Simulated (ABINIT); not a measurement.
Here is an ABINIT 10.8.3 (patched build) calculation.

run.abi

```
# Datasets: ground state, then fixed potential
ndtset 2

# Pseudopotentials
pp_dirpath "./"
pseudos "Al.GGA_PBE-JTH.xml, N.GGA_PBE-JTH.xml"

# Structure
acell 3*1.0 Angstrom
rprim
     3.1130000000     0.0000000000     0.0000000000
    -1.5565000000     2.6959370820     0.0000000000
     0.0000000000     0.0000000000     4.9810000000
ntypat 2
znucl 13 7
natom 4
typat 1 1 2 2
xred
     0.6666666667     0.3333333333     0.5000000000
     0.3333333333     0.6666666667     0.0000000000
     0.6666666667     0.3333333333     0.8800000000
     0.3333333333     0.6666666667     0.3800000000

# Plane-wave basis
ecut 31.0
pawecutdg 53.0
pawxcdev 0

# Exchange and correlation
ixc -109134

# Bands and occupations
occopt 3
tsmear 0.05 eV

# SCF cycle
nstep 100

# Output
iomode 3
prtwf 0
prteig 0
prtebands 0
enunit 1
prtden1 1
prtvha1 1
prtvclmb1 1
prtpot1 1

# Dataset 1
kptopt1 1
ngkpt1 10 10 6
nshiftk1 1
shiftk1 0.0 0.0 0.0
nband1 12
tolvrs1 1.0e-9

# Dataset 2: bands along G-M-K-G-A-L-H-A
iscf2 -2
getden2 1
nband2 18
nbdbuf2 4
tolwfr2 1.0e-11
kptopt2 -7
ndivsm2 5
prteig2 1
kptbounds2
     0.0000000000     0.0000000000     0.0000000000
     0.5000000000     0.0000000000     0.0000000000
     0.3333333333     0.3333333333     0.0000000000
     0.0000000000     0.0000000000     0.0000000000
     0.0000000000     0.0000000000     0.5000000000
     0.5000000000     0.0000000000     0.5000000000
     0.3333333333     0.3333333333     0.5000000000
     0.0000000000     0.0000000000     0.5000000000
```

Potentials or basis: JTH PAW PBE v2.0.

Launch:

```console
$ abinit run.abi > log 2>&1
```

(1) Predict the band gap along the path.

(2) What does it give for the largest force?

(3) What does it give for the pressure?

## Answers

(1) 4.23 eV, direct.

(2) 0.126 eV/Å.

(3) 3.4 GPa.

Caveat: the PAW data sets were made with another functional, which shifts forces and pressure a little.

**Measured values to compare with.**

From “Structural and optical properties of self-assembled AlN nanowires grown on SiO2/Si substrates by molecular beam epitaxy”, 2024, arxiv:2402.00216, for a bulk crystal of AlN at 0 K: band gap 6.0343 eV (an exciton energy, a little under the gap).

A measured gap of AlN is 6.0343 eV (an exciton energy, a little under the gap; 0 K; quoted in “Structural and optical properties of self-assembled AlN nanowires grown on SiO2/Si substrates by molecular beam epitaxy”, 2024, arxiv:2402.00216); the calculated 4.23 eV misses it by -1.80 eV. 2 values of this kind are on record (6.034 to 6.0343 eV); this one was drawn at random. The value is that of PW91, without temperature or zero-point motion. Semilocal functionals fall short of measured gaps as a rule.
